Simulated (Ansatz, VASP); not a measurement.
Given: the input of a run of Ansatz 0.2.0 on GaAs.

The input input.yaml:

```yaml
crystal:
  lattice:
    - [3.81014, 0.0, 0.0]
    - [0.0, 3.81014, 0.0]
    - [0.0, 0.0, 2.73891]
  atoms:
    - { symbol: Ga, position: [0.5, 0.5, 0.5] }
    - { symbol: As, position: [0.0, 0.0, 0.5] }
hamiltonian:
  xc: pbe
  pseudopotentials: { kind: paw }
kpoints:
  mp_grid: { grid: [7, 7, 10] }
scf:
  occupations: { method: fermi_dirac, width: 0.05 }
output:
  forces: true
  stress: true
  eigenvalues: true
```

Potentials or basis: Ansatz PAW.

Command:

```sh
$ ansatz run input.yaml --threads 1 --pin off --max-ram 3584MiB --backend cpu --events-out ev --progress --plain --runs-dir out
```

Q: Translate it to VASP 6.6.1. Potentials there: VASP PAW PBE potentials, release 64 (Ga_d, As).

A: As run (the cutoff follows the program's own potentials):

Contents of INCAR:

```
SYSTEM = GaAs
PREC = Accurate
ENCUT = 520
EDIFF = 1E-7
ISMEAR = -1
SIGMA = 0.05
LREAL = .FALSE.
LASPH = .TRUE.
NELM = 100
ALGO = Normal
ISIF = 2
LWAVE = .FALSE.
LCHARG = .FALSE.
GGA = PE
NBANDS = 16
```

Contents of KPOINTS:

```
regular mesh
0
G
  7 7 10
  0 0 0
```

Contents of POSCAR:

```
GaAs
1.0
    3.8101400000      0.0000000000      0.0000000000
    0.0000000000      3.8101400000      0.0000000000
    0.0000000000      0.0000000000      2.7389100000
Ga As
1 1
Direct
    0.5000000000      0.5000000000      0.5000000000
    0.0000000000      0.0000000000      0.5000000000
```

Potentials or basis: VASP PAW PBE potentials, release 64 (Ga_d, As).

Command:

```sh
$ cat potpaw_PBE.64/Ga_d/POTCAR potpaw_PBE.64/As/POTCAR > POTCAR
$ mpirun -np 1 vasp_std > vasp.out
```

Both were run:

|  | VASP | Ansatz | Ansatz less VASP |
| --- | --- | --- | --- |
| gap on the k mesh at the Fermi level (eV) | none | none | - |
| pressure (GPa) | 0.3 | 0.1 | -0.16 |
| largest component of the traceless stress (GPa) | 3.06 | 3.02 | -0.038 |

A gap of «none» marks a metal or a gap that the smearing closes. The two sets of potentials don't hold the same shells in valence.
